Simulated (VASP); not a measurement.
A run of VASP 6.6.1 is set up as follows.

INCAR

```
PREC = Accurate ; ENCUT = 900
EDIFF = 1E-7 ; ISMEAR = 0
SIGMA = 0.1 ; LREAL = False
LASPH = True ; NELM = 80
ALGO = Fast ; ISIF = 2
LWAVE = False ; LCHARG = True
GGA = PS ; LELF = True
LVHAR = True ; NBANDS = 16
```

KPOINTS

```
regular mesh
0
Gamma
  18 18 10
```

File POSCAR:

```
Ir
1.0
    2.7214100000      0.0000000000      0.0000000000
   -1.3607100000      2.3568100000      0.0000000000
    0.0000000000      0.0000000000      4.4120300000
Ir
2
Direct
    0.3333300000      0.6666700000      0.2500000000
    0.6666700000      0.3333300000      0.7500000000
```

Potentials or basis: VASP PAW PBE potentials, release 64 (Ir).

Launch:

```console
$ cat potpaw_PBE.64/Ir/POTCAR > POTCAR
$ mpirun -np 1 vasp_std > vasp.out
```

Q: Estimate the band gap on the k mesh.

A: None (metal or under the smearing width).

Q: Estimate the pressure.

A: 0.0 GPa.

Caveat: the PAW data sets were made with another functional, which shifts forces and pressure a little. Spin-orbit coupling is left out, which matters for the levels of Ir.
